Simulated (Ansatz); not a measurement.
input.yaml (Ansatz)

```yaml
crystal:
  lattice:
    - [-3.824956619, 3.8239823718, 2.0705620676]
    - [3.8239823718, -3.824956619, 2.0705620676]
    - [3.826737218, 3.826737218, -2.0723464031]
  atoms:
    - { symbol: Ba, position: [4.90125e-05, 0.9999509875, 0.0] }
    - { symbol: Ba, position: [0.7499509875, 0.2500490125, 0.5] }
hamiltonian:
  xc: pbe
  pseudopotentials:
    kind: paw_fr
    azcp:
      Ba: "pseudopotentials/Ba.paw.azcp"
basis:
  ecutwfc: 420
  fft_grid_basis: typed
kpoints:
  mp_grid: { grid: [9, 9, 6], shift: [0, 0, 0] }
magnetization:
  noncollinear: true
  spin_orbit: true
scf:
  occupations: { method: fermi_dirac, width: 0.1 }
output:
  write_density: true
  write_potential: true
  elf: true
  volumetric_format: npy
```

Terminal output

```
Engine: ansatz 0.2.0, x86_64-unknown-linux-gnu
Pseudopotentials: kind: paw_fr
Pseudopotential: Ba, paw_fr, valence charge 10, recommended cutoff 420 eV (normal) 
Functional definition: PBE
  parameter kappa = 0.804
  parameter beta = 0.06672455060314922
  exchange = pbe_x(kappa = kappa, mu = beta*pi^2/3)
  correlation = pbe_c(beta = beta)
non-collinear run that drives no moment, with spin-orbit: no starting moment large enough to seed its density (crystal.atoms[].spin), no starting occupations that ask for one, no magnetisation constraint and no magnetic field, so the semilocal B_xc is pinned to zero
Crystal: 2 atoms, lattice volume = 121.197 Å³
Basis set: ecut = 420 eV, 2395 PW (Γ)
Bands: 28, of which v1, the nominal top of the filled ones, is band 20 counted from 1 (19 counted from 0)
Symmetry: 4 space group operations + 4 with time reversal
Magnetic group: BNS 15.86 (UNI 93), of the structure as read, at distance tolerance 4.9e-5 Å
k-points: 140 of 486
Projection manifold: j_resolved (fully-relativistic pseudo-atomic orbitals)
Non-local potential: Ba, projectors of the file, l = 0: 3, l = 1: 4, l = 2: 4, l = 3: 4
PAW form: soft (Blöchl's): semilocal exchange-correlation on the pseudo side does not see the compensation charge
PAW one-centre angular grid: Ba, 194 points (default); XC on 64 Gauss nodes
Initial density: superposition of atomic densities (chi_scale 0.1, normalization cell)
Initial wavefunctions: pseudopotential atomic-orbital guess
Functional: x = pbe(κ = 0.804, μ = 0.2195149727645171), c = pbe(β = 0.06672455060314922)
SCF iter   1: F=—  HF=-11908.268106 eV  |F-HF|=—  |Δ(HF+E_count)|=         —  Δρ=6.96e-3  dr2=6.01e-2  dr2_m=0.00e0 (ungated)  ethr=3.10e-3  |M|=0.00e0 ∫|m|=0.00e0 μB  |m|>n=0.0e0 m-floor=0.0e0 τ_xc=0.0e0  β_m=0.30  ⟨swp⟩=11.3  Hψ=13445  notcnv=0
spin=Noncollinear: Kerker preconditioning applied to the charge; magnetization (m_x, m_y, m_z) channels mix plain (no charge-response kernel on spin).
SCF iter   2: F=—  HF=-11908.275575 eV  |F-HF|=—  |Δ(HF+E_count)|=   7.47e-3  Δρ=5.38e-3  dr2=3.83e-2  dr2_m=0.00e0 (ungated)  ethr=3.00e-4  |M|=0.00e0 ∫|m|=0.00e0 μB  |m|>n=0.0e0 m-floor=0.0e0 τ_xc=0.0e0  β_m=0.61  ⟨swp⟩=1.1  Hψ=2542  notcnv=0
SCF iter   3: F=—  HF=-11908.286171 eV  |F-HF|=—  |Δ(HF+E_count)|=   1.06e-2  Δρ=1.09e-3  dr2=2.75e-3  dr2_m=0.00e0 (ungated)  ethr=1.91e-4  |M|=0.00e0 ∫|m|=0.00e0 μB  |m|>n=0.0e0 m-floor=0.0e0 τ_xc=0.0e0  β_m=0.82  ⟨swp⟩=2.6  Hψ=3525  notcnv=0
SCF iter   4: F=—  HF=-11908.286485 eV  |F-HF|=—  |Δ(HF+E_count)|=   3.15e-4  Δρ=4.45e-4  dr2=4.88e-4  dr2_m=0.00e0 (ungated)  ethr=1.37e-5  |M|=0.00e0 ∫|m|=0.00e0 μB  |m|>n=0.0e0 m-floor=0.0e0 τ_xc=0.0e0  β_m=0.91  ⟨swp⟩=1.0  Hψ=1960  notcnv=0
SCF iter   5: F=—  HF=-11908.286469 eV  |F-HF|=—  |Δ(HF+E_count)|=   1.64e-5  Δρ=6.88e-5  dr2=9.13e-6  dr2_m=0.00e0 (ungated)  ethr=2.44e-6  |M|=0.00e0 ∫|m|=0.00e0 μB  |m|>n=0.0e0 m-floor=0.0e0 τ_xc=0.0e0  β_m=0.96  ⟨swp⟩=2.0  Hψ=2451  notcnv=0
SCF iter   6: F=—  HF=-11908.286412 eV  |F-HF|=—  |Δ(HF+E_count)|=   5.69e-5  Δρ=2.25e-5  dr2=7.72e-7  dr2_m=0.00e0 (ungated)  ethr=4.56e-8  |M|=0.00e0 ∫|m|=0.00e0 μB  |m|>n=0.0e0 m-floor=0.0e0 τ_xc=0.0e0  β_m=0.98  ⟨swp⟩=2.7  Hψ=3458  notcnv=0
SCF iter   7: F=-11908.286413 eV  HF=-11908.286413 eV  |F-HF|=2.74e-9  |Δ(HF+E_count)|=   3.88e-7  Δρ=3.91e-6  dr2=2.50e-8  dr2_m=0.00e0 (ungated)  ethr=5.00e-10  |M|=0.00e0 ∫|m|=0.00e0 μB  |m|>n=0.0e0 m-floor=0.0e0 τ_xc=0.0e0  ⟨swp⟩=5.7  Hψ=7876  notcnv=0
SCF 1 converged in 7 iterations: F = -11908.286413 eV  dr2 = 2.50e-8
SCF converged after 7 iterations
Magnetization: |M| = 0.0000 μB,  M = (+0.0000, +0.0000, +0.0000) μB
Absolute magnetization: 0.0000 μB (∫|m|)
  site 0: m = (+0.0000, +0.0000, +0.0000) μB, |m| = 0.0000 μB  (R = 1.63 Å)
  site 1: m = (+0.0000, +0.0000, +0.0000) μB, |m| = 0.0000 μB  (R = 1.63 Å)
Free energy (F): -11908.286413 eV
Harris-Foulkes:  -11908.286413 eV  (|F-HF|=2.74e-9)
Internal energy: -11908.207111 eV  (E = F + TS)
E sigma→0 (E₀):  -11908.246762 eV
Entropy (-TS):   -0.079302 eV (-39.651 meV/atom)
Fermi energy:    6.051976 eV
--- Per-component energies (eV) ---
  E_band       = -166.814919
  E_kinetic    = 333.792935
  E_local      = -753.111065  (includes V_loc(G=0)·N_el)
  E_nonlocal   = 114.159399
  E_hartree    = 238.989913
  E_xc         = -333.398204
  E_vxc        = -267.613287  (∫ρ·V_xc dr)
  E_paw        = -10460.798363  (= ΣΔE_a)
  E_vpaw       = -72.024579  (= ΣTr[D̂ρ^β])
  E_aug_tail   = -0.000003  (compensation charges beyond the density's cutoff)
  E_ewald      = -1047.841722
  E_smearing   = -0.079302  (= −TS)
  E_closure    = 0.000000  (closes the sum)
  Σ components = -11908.286413   (vs F -11908.286413, Δ=0.00e0)
--- Band table (eV; the first three rows and the last of 140) ---
  k-point 0: bands = ["-22.8765", "-22.8765", "-22.7578", "-22.7578", "-9.5652", "-9.5652", "-9.2295", "-9.2295", "-7.7425", "-7.7425", "-7.3297", "-7.3297", "-7.1369", "-7.1369", "-7.1118", "-7.1118", "3.4435", "3.4435", "5.2374", "5.2374", "6.4395", "6.4395", "6.5379", "6.5379", "7.1427", "7.1427", "8.8808", "8.8808"]
  k-point 1: bands = ["-22.8685", "-22.8685", "-22.7657", "-22.7657", "-9.5445", "-9.5445", "-9.2537", "-9.2537", "-7.7083", "-7.7083", "-7.3272", "-7.3272", "-7.1570", "-7.1570", "-7.1492", "-7.1492", "3.6661", "3.6661", "5.3864", "5.3864", "6.3375", "6.3375", "6.6542", "6.6542", "7.0320", "7.0320", "8.9472", "8.9472"]
  k-point 2: bands = ["-22.8468", "-22.8468", "-22.7874", "-22.7874", "-9.4865", "-9.4865", "-9.3186", "-9.3186", "-7.6120", "-7.6120", "-7.3503", "-7.3503", "-7.2333", "-7.2333", "-7.1874", "-7.1874", "4.2670", "4.2670", "5.5140", "5.5140", "6.3446", "6.3446", "6.8609", "6.8609", "7.0072", "7.0072", "8.3189", "8.3189"]
  k-point 139: bands = ["-22.8163", "-22.8163", "-22.8163", "-22.8163", "-9.4453", "-9.4453", "-9.4424", "-9.4424", "-7.5743", "-7.5743", "-7.5511", "-7.5511", "-7.1058", "-7.1058", "-7.0849", "-7.0849", "5.2935", "5.2935", "5.2977", "5.2977", "6.9189", "6.9189", "6.9429", "6.9429", "7.1951", "7.1951", "7.2089", "7.2089"]
```

Launched by

```sh
ansatz run input.yaml --threads 1 --pin off --max-ram 3584MiB --backend cpu --events-out ev --progress --plain --runs-dir out
```

On 1 thread of Intel(R) Xeon(R) Platinum 8259CL CPU @ 2.50GHz (Skylake/Cascade Lake) (shared host) this took about 140 s of wall time and 140 s of CPU time.
